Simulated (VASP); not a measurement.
Co:

```
Co
1.0
     0.00000    1.75666    1.75666
     1.75666    0.00000    1.75666
     1.75666    1.75666    0.00000
Co
1
Direct
  0.00000 0.00000 0.00000
```

This isn't the form of Co at room conditions, which is hcp.

```yaml
Program: VASP 6.6.1
Task: single point
Functional: PBE
Potentials_or_basis: VASP PAW PBE potentials, release 64 (Co)
Cutoff: 520 eV
k_mesh: 13 × 13 × 13
Occupations: fermi-dirac, width 0.05 eV
Spin: collinear spin, ferromagnetic start
Starting_moments: "[2.0] μB"
```

On this cell: pressure 0.4 GPa; net moment 1.63 μB per cell; site moments Co +1.65 μB; band gap on the k mesh none (metal or under the smearing width).

The same run follows on a disturbed copy (cell strained at random at fixed volume):

```xyz
1
Lattice="0.0033 1.7566 1.8039 1.7670 0.0302 1.7770 1.7683 1.7310 0.0289" Properties=species:S:1:pos:R:3 pbc="T T T"
Co    0.0245   -0.0261    0.0089
```

What changes?

The energy (extrapolated to zero smearing) moves by +7.2 meV/atom; pressure 0.6 GPa; net moment 1.63 μB per cell; site moments Co +1.65 μB; band gap on the k mesh none (metal or under the smearing width).

Stress tensor (GPa, compression positive):
```
-0.15 -0.40 -0.16
-0.40  2.82 -4.92
-0.16 -4.92 -0.77
```
